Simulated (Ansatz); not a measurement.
**How the functional moves the response of AlAs (F-43m) (LDA, r²SCAN and PBEsol)**

```
Al As
1.0
     0.00000    2.81457    2.81457
     2.81457    0.00000    2.81457
     2.81457    2.81457    0.00000
Al As
1 1
Direct
  0.00000 0.00000 0.00000
  0.75000 0.75000 0.75000
```

This cell (22.30 Å³ an atom) was relaxed by PAW under LDA, and each functional gets its own cell relaxed so. Quantity: dielectric response and Born charges by linear response (direction means).

Runs: (1) LDA, PAW on Ansatz 0.2.0's default frozen-core files (fitted under PBE), scalar-relativistic; k mesh 6×6×6, fixed occupations, cutoff 420 eV. (2) r²SCAN, PAW on Ansatz 0.2.0's default frozen-core files (fitted under PBE), scalar-relativistic; k mesh 8×8×8, fixed occupations, cutoff 500 eV. (3) PBEsol, PAW on Ansatz 0.2.0's default frozen-core files (fitted under PBE), scalar-relativistic; k mesh 6×6×6, fixed occupations, cutoff 420 eV.

Under LDA: ε∞ = 9.44, largest |Z*| = 2.15 e, ε₀ = 11.4.

**Question.** Which way does r²SCAN move the volume, and by how much?

**Answer.** a = 5.678 Å, 22.88 Å³ an atom: 2.6 % larger.

**Question.** What does r²SCAN give for these quantities?

**Answer.** 

```
    quantity     LDA  r²SCAN  change
          ε∞    9.44    8.21   -13 %
largest |Z*|  2.15 e  2.17 e    +1 %
          ε₀    11.4    10.2   -11 %
```

**Question.** Which way does PBEsol move the volume, and by how much?

**Answer.** a = 5.675 Å, 22.84 Å³ an atom: 2.4 % larger.

**Question.** What does PBEsol give for these quantities?

**Answer.** 

```tsv
quantity	LDA	PBEsol	change
ε∞	9.44	9.52	under 1 %
largest |Z*|	2.15 e	2.16 e	under 1 %
ε₀	11.4	11.5	under 1 %
```

Caveats: frozen-core PAW files fitted under PBE, their cores solved anew for the functional of the run; zone-boundary modes aren't tested; field response not resolved by the mesh.
